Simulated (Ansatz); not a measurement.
Level of theory: DFT PBE+D3(BJ), scalar-relativistic, plane waves, PAW in Ansatz. Settings: cutoff 420 eV, Γ-centred meshes spaced at most about 0.3 Å⁻¹ (2π included), Gaussian smearing. No spin polarisation.

Temperature and zero-point effects are left out.

Compare these two cells of BeTe, each relaxed at this level.

A. Space group I4/mmm (No. 139), tetragonal, a = 3.840 Å, c = 14.359 Å. Around Be lie 4 Te at 2.46 Å and 4 Be at 2.72 Å; Te has 4 Be at 2.46 Å.

B. Space group F-43m (No. 216), cubic, a = 5.583 Å. Around Be lie 4 Te at 2.42 Å; Te is surrounded by 4 Be at 2.42 Å.

Question: Which is lower in energy, and by how much?

Answer: B is lower, by 157 meV/atom. A has space group I4/mmm (No. 139), 26.5 Å³/atom and a gap of 2.18 eV on its mesh; B has the zinc blende type, space group F-43m (No. 216), 21.8 Å³/atom and a gap of 1.92 eV. Origin: A, invented; B, reached from a Materials Project cell.

These runs have no spin–orbit coupling, which can matter for Te. Kohn–Sham gaps at this level usually fall short of measured ones. The missing spin–orbit coupling can work the other way here. Cells relaxed within their symmetry can be saddle points.
